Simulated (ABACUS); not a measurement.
Runs of ABACUS 3.10.1 on Se. It takes space group P3_121 (No. 152, trigonal). Conventional cell: a = 4.366 Å, b = 4.366 Å, c = 4.954 Å, α = 90.00°, β = 90.00°, γ = 120.00°. Se (site symmetry 2) has 2 Se at 2.37 Å as nearest neighbours. 

| task | level | potentials or basis | cell | k mesh | cutoff (eV) | SCF threshold on the density | eigensolver | symmetry key | orbital files | threshold of the eigensolver | gap on the mesh (eV) | pressure (GPa) | V0 of scaled cells (Å³/atom) | B0 (GPa) | largest force (eV/Å) |
| --- | --- | --- | --- | --- | --- | --- | --- | --- | --- | --- | --- | --- | --- | --- | --- |
| equation of state | LDA | PseudoDojo NC SR 0.4.1 LDA standard, plane waves | as given | 6 × 6 × 5 | 1184 | 1e-08 | dav | 1 | - | - | - | - | 26.70 | 60 | - |
| single point | PBE | PseudoDojo NC SR 0.5 PBE stringent, TZDP LCAO (the cutoffs set its grid) | as given | 6 × 6 × 6 | 1429 | 1e-07 | genelpa | 1 | Se Se_confined-atom_7au_4s4p3d1f.orb | - | 1.03 | 3.6 | - | - | (a) |
| equation of state | PBE | PseudoDojo NC SR 0.4.1 PBE standard, plane waves | as given | 7 × 7 × 6 | 1184 | 1e-08 | dav | 1 | - | - | - | - | 28.68 | 50 | - |
| single point | PBE | PseudoDojo NC SR 0.4.1 PBE standard, DZP LCAO (the cutoffs set its grid) | as given | 7 × 7 × 6 | 1361 | 1e-07 | genelpa | 1 | Se Se_confined-atom_7au_2s2p2d.orb | - | 1.17 | 4.6 | - | - | 1.00 |
| relaxation of cell and atoms | PBEsol | SG15 ONCV 1.2 PBE, plane waves | relaxed | 6 × 6 × 5 | 1184 | 1e-08 | dav | 1 | - | - | 0.83 | 0.0 | - | - | - |
| single point | PBEsol | SG15 ONCV 1.2 PBE, plane waves | as given | 6 × 6 × 5 | 1184 | 1e-08 | dav | 1 | - | - | 1.20 | 1.2 | - | - | 0.53 |
| single point | PBE | PseudoDojo NC SR 0.4.1 PBE standard, plane waves | as given | 7 × 7 × 6 | 1184 | 1e-08 | dav | 1 | - | - | 1.20 | 2.8 | - | - | 0.42 |
| single point | PBE | PseudoDojo NC SR 0.4.1 PBE standard, TZDP LCAO (the cutoffs set its grid) | as given | 7 × 7 × 6 | 1361 | 1e-07 | genelpa | 1 | Se Se_confined-atom_7au_3s3p3d1f.orb | - | (b) | 3.5 | - | - | 0.68 |
| single point | LDA | PseudoDojo NC SR 0.4.1 LDA standard, plane waves | as given | 6 × 6 × 5 | 1184 | 1e-08 | dav | 1 | - | - | 1.17 | -1.2 | - | - | 0.26 |

Alike in all rows: no spin polarisation; smearing fermi-dirac 0.05 eV.

**Question.** Estimate the missing entries.

**Answer.** (a) 0.59; (b) 1.19.

Caveats: an odd mesh through Γ misses points on the zone boundary, where band edges often lie (some runs); the atomic orbitals were generated for these runs and aren't a published set (some runs); the basis of atomic orbitals isn't converged, which shifts pressures, moduli and gaps (some runs); the cell was scaled at fixed shape and fractional positions, which overstates the stiffness of a crystal with free parameters, most of all of layers and chains (some runs); the potentials were made for another functional, which shifts forces and pressure (some runs); the volume moved by -11 % from the deposited cell, more than functionals usually miss (some runs).

A k mesh can miss the band edges, and the runs leave out spin-orbit coupling on Se.

Not every run made on this cell is shown here.
